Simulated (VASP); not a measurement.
## From VASP inputs to Ansatz: BP (strained zincblende)

INCAR

```
NSW = 0
GGA = PE
ISIF = 2
PREC = Accurate
LCHARG = .TRUE.
IBRION = -1
NBANDS = 11
LREAL = .FALSE.
NELM = 120
ISMEAR = -1
EDIFF = 1E-7
ENCUT = 520
LELF = .TRUE.
LASPH = .TRUE.
SIGMA = 0.02
LWAVE = .FALSE.
```

KPOINTS

```
KPOINTS created by Atomic Simulation Environment
0
Gamma
10 10 10
0 0 0
```

KPOINTS_OPT

```
special points
7
Reciprocal
0.0000000000 0.0000000000 0.0000000000 1
-0.5000000000 -0.5000000000 0.0000000000 1
-0.3750000000 -0.3750000000 0.2500000000 1
-0.3750000000 0.0000000000 0.3750000000 1
0.0000000000 0.0000000000 0.5000000000 1
-0.5000000000 -0.2500000000 0.2500000000 1
0.0000000000 0.4062500000 0.4062500000 1
```

POSCAR

```
B  P
 1.0000000000000000
     0.0000000000000000    2.3136819822999999    2.3136819822999999
     2.3136819822999999    0.0000000000000000    2.3136819822999999
     2.3136819822999999    2.3136819822999999    0.0000000000000000
 B   P
   1   1
Cartesian
  0.0000000000000000  0.0000000000000000  0.0000000000000000
  1.1568409911499999  1.1568409911499999  1.1568409911499999
```

VASP ran with the recommended PBE PAW datasets (8 valence electrons in the cell).

**Question.** Write an Ansatz input for this cell and level of theory.

**Answer.** 

```yaml
crystal:
  lattice:
    - [0.0, 2.3136819823, 2.3136819823]
    - [2.3136819823, 0.0, 2.3136819823]
    - [2.3136819823, 2.3136819823, 0.0]
  atoms:
    - { symbol: B, position: [0.0, 0.0, 0.0] }
    - { symbol: P, position: [0.25, 0.25, 0.25] }
kpoints:
  mp_grid: { grid: [10, 10, 10] }
  band_path:
    path:
      - [0.0, 0.0, 0.0]
      - [-0.5, -0.5, 0.0]
      - [-0.375, -0.375, 0.25]
      - [-0.375, 0.0, 0.375]
      - [0.0, 0.0, 0.5]
      - [-0.5, -0.25, 0.25]
      - [0.0, 0.40625, 0.40625]
    npoints: 1
hamiltonian:
  xc: pbe
scf:
  occupations: { method: fermi_dirac, width: 0.02 }
  n_extra_bands: 4
output:
  forces: true
  stress: true
  eigenvalues: true
```

Other inputs would serve too.

|  | VASP | Ansatz |
| --- | --- | --- |
| gap between bands v and c | 1.32 eV | 1.32 eV |
| least direct gap | 3.32 eV | 3.32 eV |
| pressure | -7.8 GPa | -7.6 GPa |

Each program uses its own PAW datasets. VASP's cell holds 8 valence electrons and Ansatz's 8. Ansatz's stress includes a Pulay correction; VASP's doesn't.
